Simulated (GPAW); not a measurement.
ZnS:

```
CELL_PARAMETERS angstrom
0.00000 2.70200 2.70200
2.70200 0.00000 2.70200
2.70200 2.70200 0.00000
ATOMIC_POSITIONS crystal
Zn 0.25000 0.25000 0.25000
S 0.00000 0.00000 0.00000
```

Base run:

```yaml
Program: GPAW 26.7.0
Functional: BLYP
Potentials_or_basis: PAW data sets generated in the run's folder for this functional
Cutoff: 600 eV
Basis: pw
k_mesh: 7 × 7 × 7
Occupations: fermi-dirac, width 0.05 eV
Spin: no spin polarisation
```

Its results: band gap on the k mesh 2.09 eV, direct; pressure 4.8 GPa.

Question: The run is repeated on the same cell with these changes: functional from BLYP to rSCAN; potentials or basis from PAW data sets generated in the run's folder for this functional to GPAW PAW data sets (gpaw-data 1.2.1). What comes out?

Answer: Band gap on the k mesh 2.65 eV, direct; pressure -1.2 GPa.

Caveats: the PAW data sets were made with another functional, which shifts forces and pressure a little (some runs).
